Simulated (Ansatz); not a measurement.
O-17 NMR of the central transition in SnO

Cell: a COD entry whose atoms were relaxed with PBE, the cell held.

```
Sn O
1.0
     2.50000   -2.86000    0.00000
     2.50000    2.86000    0.00000
     0.00000    0.00000   11.12000
Sn O
4 4
Direct
  0.00006 0.99994 0.98582
  0.99994 0.00006 0.48582
  0.49968 0.50032 0.27117
  0.50032 0.49968 0.77117
  0.99981 0.50000 0.37851
  0.00019 0.50000 0.87851
  0.50000 0.00019 0.37851
  0.50000 0.99981 0.87851
```

Atoms are numbered from 1 in the order listed; like atoms form one site, named after its first atom.

The numbers come from a DFT calculation in Ansatz (LDA, plane waves and PAW, scalar-relativistic, 420 eV cutoff, Γ-centred 8×8×3 k-points, Fermi–Dirac smearing 0.02 eV).

O-17 has I = 5/2 and Q = -25.58 mb (Pyykkö 2018); at 11.7 T its Larmor frequency is ν₀ = 67.6 MHz. Only the quadrupole interaction is simulated: positions count from each site's isotropic chemical shift, and J coupling is left out, as are shift anisotropy and dipolar coupling, which fast spinning averages.

Simulated pattern of one O site (fast magic-angle spinning, Gaussian broadening 0.09 kHz):

```json
{"offset (kHz)": "-2.285", "height": "0"}
{"offset (kHz)": "-2.211", "height": "2"}
{"offset (kHz)": "-2.136", "height": "7"}
{"offset (kHz)": "-2.062", "height": "9"}
{"offset (kHz)": "-1.987", "height": "9"}
{"offset (kHz)": "-1.913", "height": "10"}
{"offset (kHz)": "-1.838", "height": "10"}
{"offset (kHz)": "-1.764", "height": "10"}
{"offset (kHz)": "-1.689", "height": "15"}
{"offset (kHz)": "-1.615", "height": "30"}
{"offset (kHz)": "-1.540", "height": "37"}
{"offset (kHz)": "-1.466", "height": "41"}
{"offset (kHz)": "-1.391", "height": "46"}
{"offset (kHz)": "-1.317", "height": "56"}
{"offset (kHz)": "-1.242", "height": "87"}
{"offset (kHz)": "-1.168", "height": "100"}
{"offset (kHz)": "-1.093", "height": "80"}
{"offset (kHz)": "-1.019", "height": "72"}
{"offset (kHz)": "-0.944", "height": "70"}
{"offset (kHz)": "-0.870", "height": "70"}
{"offset (kHz)": "-0.795", "height": "73"}
{"offset (kHz)": "-0.721", "height": "80"}
{"offset (kHz)": "-0.646", "height": "98"}
{"offset (kHz)": "-0.572", "height": "98"}
{"offset (kHz)": "-0.497", "height": "77"}
{"offset (kHz)": "-0.423", "height": "66"}
{"offset (kHz)": "-0.348", "height": "59"}
{"offset (kHz)": "-0.274", "height": "54"}
{"offset (kHz)": "-0.199", "height": "50"}
{"offset (kHz)": "-0.125", "height": "33"}
{"offset (kHz)": "-0.050", "height": "5"}
{"offset (kHz)": "0.024", "height": "0"}
```

Task: Which |C_Q| and η does the pattern imply?

Result: The pattern spans 2.08 kHz before broadening and its centre of gravity is at -0.896 kHz, which fixes P_Q; the places of the horns and steps fix η. That gives P_Q = 3.18 MHz, |C_Q| = 3.09 MHz and η = 0.42. The sign of C_Q can't be read from the pattern.

At this cell the LDA pressure is -4 GPa (principal stresses up to 13 GPa in size), so it isn't the equilibrium cell of LDA. The largest force is 0.7 eV/Å, so the atoms aren't at the calculated equilibrium and relaxing them would move these values. Without spin–orbit coupling (the program notes it for Sn) the gradients can shift somewhat, as the gap is small. The database positions were far from equilibrium, so the relaxed structure may not be the compound's real one.
